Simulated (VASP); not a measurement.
# A VASP 6.6.1 single-point calculation on KF

INCAR

```
ENCUT = 520
NBANDS = 15
GGA = PE
EDIFF = 1E-6
NSW = 0
ISMEAR = -1
PREC = Accurate
IBRION = -1
LCHARG = .FALSE.
LASPH = .FALSE.
LREAL = .FALSE.
NELM = 70
SIGMA = 0.02
ISIF = 2
LWAVE = .FALSE.
```

KPOINTS

```
KPOINTS created by Atomic Simulation Environment
0
Monkhorst-Pack
8 8 8
0 0 0
```

POSCAR

```
K  F
 1.0000000000000000
     0.0000000000000000    2.8106468691000002    3.1432521659999999
     2.8106468691000002    0.0000000000000000    3.1432521659999999
     2.8106468691000002    2.8106468691000002    0.0000000000000000
 K   F
   1   1
Cartesian
  0.0000000000000000  0.0000000000000000  0.0000000000000000
  1.4053234345500001  1.4053234345500001  1.5716260830000004
```

The recommended PBE PAW datasets give the neutral cell 16 valence electrons.

Command

```
mpirun -np 1 vasp_std
```

OSZICAR

```
N       E                     dE             d eps       ncg     rms          rms(c)
DAV:   1     0.108454364417E+03    0.10845E+03   -0.77933E+03  4320   0.992E+02
DAV:   2    -0.467438204611E+01   -0.11313E+03   -0.10412E+03  5570   0.273E+02
DAV:   3    -0.950907427837E+01   -0.48347E+01   -0.48131E+01  5950   0.511E+01
DAV:   4    -0.967534492945E+01   -0.16627E+00   -0.16626E+00  5863   0.835E+00
DAV:   5    -0.967647463039E+01   -0.11297E-02   -0.11297E-02  5980   0.788E-01    0.686E+00
DAV:   6    -0.815068558761E+01    0.15258E+01   -0.45666E+00  4838   0.161E+01    0.398E+00
DAV:   7    -0.810790265099E+01    0.42783E-01   -0.12397E-01  5095   0.256E+00    0.235E+00
DAV:   8    -0.810608593733E+01    0.18167E-02   -0.78155E-02  4579   0.261E+00    0.321E-01
DAV:   9    -0.810944847953E+01   -0.33625E-02   -0.86133E-03  5385   0.595E-01    0.147E-01
DAV:  10    -0.811136198334E+01   -0.19135E-02   -0.23417E-03  4453   0.408E-01    0.604E-02
DAV:  11    -0.811130611437E+01    0.55869E-04   -0.17945E-04  6014   0.107E-01    0.180E-02
DAV:  12    -0.811131620238E+01   -0.10088E-04   -0.18322E-05  4657   0.345E-02    0.453E-03
DAV:  13    -0.811131750019E+01   -0.12978E-05   -0.22084E-06  5808   0.106E-02    0.242E-03
DAV:  14    -0.811131746260E+01    0.37595E-07   -0.22760E-07  4246   0.379E-03
   1 F= -.81113175E+01 E0= -.81113175E+01  d E =-.325507E-11
```

Standard output (part)

```
POSCAR found type information on POSCAR K F
 POSCAR found :  2 types and       2 ions
 LDA part: xc-table for (Slater+PW92), standard interpolation
 POSCAR, INCAR and KPOINTS ok, starting setup
 WAVECAR not read
 entering main loop
```

From OUTCAR

```
k-points           NKPTS =    144   k-points in BZ     NKDIM =    144   number of bands    NBANDS=     15

   NELECT =      16.0000    total number of electrons

   dimension x,y,z NGX =    32 NGY =   32 NGZ =   30
   dimension x,y,z NGXF=    64 NGYF=   64 NGZF=   60

  energy-cutoff  :      520.00
  volume of cell :       49.66
      direct lattice vectors                 reciprocal lattice vectors
     0.000000000  2.810646869  3.143252166    -0.177894991  0.177894991  0.159070916
     2.810646869  0.000000000  3.143252166     0.177894991 -0.177894991  0.159070916
     2.810646869  2.810646869  0.000000000     0.177894991  0.177894991 -0.159070916

 k-points in reciprocal lattice and weights: KPOINTS created by Atomic Simulation Env
   0.06250000  0.06250000  0.06250000       0.004
   0.18750000  0.06250000  0.06250000       0.008
   0.31250000  0.06250000  0.06250000       0.008
   0.43750000  0.06250000  0.06250000       0.008
  -0.43750000  0.06250000  0.06250000       0.008
  -0.31250000  0.06250000  0.06250000       0.008
  -0.18750000  0.06250000  0.06250000       0.008
  -0.06250000  0.06250000  0.06250000       0.008
   ...

 E-fermi :  -3.1055

 k-point     1 :       0.0625    0.0625    0.0625
  band No.  band energies     occupation
      1     -29.7759      2.00000
      2     -22.1441      2.00000
      3     -13.1842      2.00000
      4     -13.1793      2.00000
      5     -13.1708      2.00000
      6      -3.8334      2.00000
      7      -3.8024      2.00000
      8      -3.8011      2.00000
      9       1.6737      0.00000
     10       7.5407      0.00000
     11       7.9241      0.00000
     12       8.4517      0.00000
     13       8.6012      0.00000
     14       8.8135      0.00000
     15      12.9039      0.00000

 k-point     2 :       0.1875    0.0625    0.0625
  band No.  band energies     occupation
      1     -29.7678      2.00000
      2     -22.1601      2.00000
      3     -13.2071      2.00000
      4     -13.1887      2.00000
      5     -13.1762      2.00000
      6      -3.8636      2.00000
      7      -3.8053      2.00000
      8      -3.7671      2.00000
      9       2.0721      0.00000
     10       7.1519      0.00000
     11       7.9246      0.00000
     12       8.2569      0.00000
     13       8.6910      0.00000
     14       8.9526      0.00000
     15      12.2117      0.00000

 k-point     3 :       0.3125    0.0625    0.0625
  band No.  band energies     occupation
      1     -29.7514      2.00000
      2     -22.1907      2.00000
      3     -13.2631      2.00000
      4     -13.2031      2.00000
      5     -13.1870      2.00000
      6      -3.8965      2.00000
      7      -3.7793      2.00000
      8      -3.7319      2.00000
      9       2.9268      0.00000
     10       6.8172      0.00000
     11       7.4391      0.00000
     12       7.9422      0.00000
     13       8.9599      0.00000
     14       9.2003      0.00000
     15      11.1223      0.00000

 ...

  Total        0.4125469      0.4125469      0.3144262      0.0000000     -0.0000000      0.0000000
  in kB       13.3095120     13.3095120     10.1439607      0.0000000     -0.0000000      0.0000000
  external PRESSURE =      12.2543283 kB  Pullay stress =       0.0000000 kB

 POSITION                                       TOTAL-FORCE (eV/Angst)
 -----------------------------------------------------------------------------------
      0.00000      0.00000      0.00000         0.000000      0.000000     -0.000000
      1.40532      1.40532      1.57163        -0.000000     -0.000000      0.000000
 -----------------------------------------------------------------------------------
    total drift:                                0.000002      0.000002      0.000003

  FREE ENERGIE OF THE ION-ELECTRON SYSTEM (eV)
  ---------------------------------------------------
  free  energy   TOTEN  =        -8.1113174626 eV

  energy  without entropy=       -8.1113174626  energy(sigma->0) =       -8.11131746
```

It converged. Results: gap between bands v and c on the k mesh 5.26 eV; least direct gap on the k mesh 5.47 eV; pressure 1.2 GPa. Band v is the last that the valence electrons fill when counted band by band, and c is the next.

The shifted mesh misses Γ, so a band edge there is missed.

For comparison, a separate PBE run of the intended cell, on usual settings and not on those above, gives a gap of 5.17 eV on its mesh and a pressure of 1.2 GPa.

The run above took about 86 s on one core of a shared host (Intel Xeon Platinum 8488C) and held 0.25 GiB at most.
